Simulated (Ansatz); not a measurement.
# WS2: relaxation and properties

This session takes WS2 and sets out to relax cell and atoms.

Method: DFT PBE+D3(BJ), scalar-relativistic, plane waves, PAW, in Ansatz 0.2.0.

## (1) The starting structure

The structure is monoclinic, space group P2_1 (No. 4). The conventional cell has a = 3.270 Å, b = 12.309 Å, c = 5.717 Å, α = 90.00°, β = 91.52°, γ = 90.00°. W (site symmetry 1) is surrounded by 5 S at 2.30 to 2.67 Å. W (site symmetry 1) has 6 S at 2.34 to 2.53 Å as nearest neighbours. S (site symmetry 1) is surrounded by 3 W at 2.38 to 2.47 Å. Around S (site symmetry 1) lie 2 W at 2.53 to 2.58 Å. S (site symmetry 1) is surrounded by 3 W at 2.30 to 2.67 Å. S (site symmetry 1) has 3 W at 2.43 to 2.47 Å as nearest neighbours.

Coordinates:

```
W S
1.0
     3.27000    0.00000    0.00000
     0.00000   12.30900    0.00000
    -0.15165    0.00000    5.71499
W S
4 8
Direct
  0.94800 0.51800 0.60400
  0.05200 0.01800 0.39600
  0.55400 0.04000 0.99800
  0.44600 0.54000 0.00200
  0.91800 0.67200 0.87000
  0.08200 0.17200 0.13000
  0.45400 0.16000 0.64100
  0.54600 0.66000 0.35900
  0.45800 0.88700 0.23400
  0.54200 0.38700 0.76600
  0.95300 0.43100 0.21500
  0.04700 0.93100 0.78500
```

(A quick probe on a coarse mesh, which set the mesh and smearing, is not shown.)

## (3) Rough relaxation on the coarse mesh

File input.yaml:

```yaml
crystal:
  lattice:
    - [3.27, 0.0, 0.0]
    - [0.0, 12.309, 0.0]
    - [-0.15164853, 0.0, 5.71498834]
  atoms:
    - { symbol: W, position: [0.948, 0.518, 0.604] }
    - { symbol: W, position: [0.052, 0.018, 0.396] }
    - { symbol: W, position: [0.554, 0.04, 0.998] }
    - { symbol: W, position: [0.446, 0.54, 0.002] }
    - { symbol: S, position: [0.918, 0.672, 0.87] }
    - { symbol: S, position: [0.082, 0.172, 0.13] }
    - { symbol: S, position: [0.454, 0.16, 0.641] }
    - { symbol: S, position: [0.546, 0.66, 0.359] }
    - { symbol: S, position: [0.458, 0.887, 0.234] }
    - { symbol: S, position: [0.542, 0.387, 0.766] }
    - { symbol: S, position: [0.953, 0.431, 0.215] }
    - { symbol: S, position: [0.047, 0.931, 0.785] }
basis:
  ecutwfc: 420
kpoints:
  mp_grid: { grid: [6, 2, 4] }
hamiltonian:
  xc: pbe
  dispersion: d3bj
scf:
  occupations: { method: gaussian, width: 0.1 }
output:
  forces: true
  stress: true
  eigenvalues: true
relax:
  adjacent_minimum: "off"
  f_tol: 0.05
  max_steps: 80
  cell: { stress_tol: 0.5 }
```

The run is started by

```
ansatz run input.yaml --threads 8 --pin off --max-ram 22528MiB --backend cpu --events-out ev --progress --plain --runs-dir out
```

The session goes on with these runs: the relaxation.

**Question.** What will these runs give? Wanted: relaxed cell; volume.

The runs gave:

| quantity | value |
| --- | --- |
| relaxed cell | a = 3.193 Å, b = 5.683 Å, c = 11.914 Å, α = 90.00°, β = 90.00°, γ = 90.00° |
| space group (0.01 Å) | Pmc2_1 (No. 26) |
| volume | 18.02 Å³/atom |

In words: The relaxed volume is 6.0 % smaller than at the start. The shape changed too: the edges of the input's cell moved by -2.4, -3.2, -0.6 %. Spin-orbit coupling is left out for W.
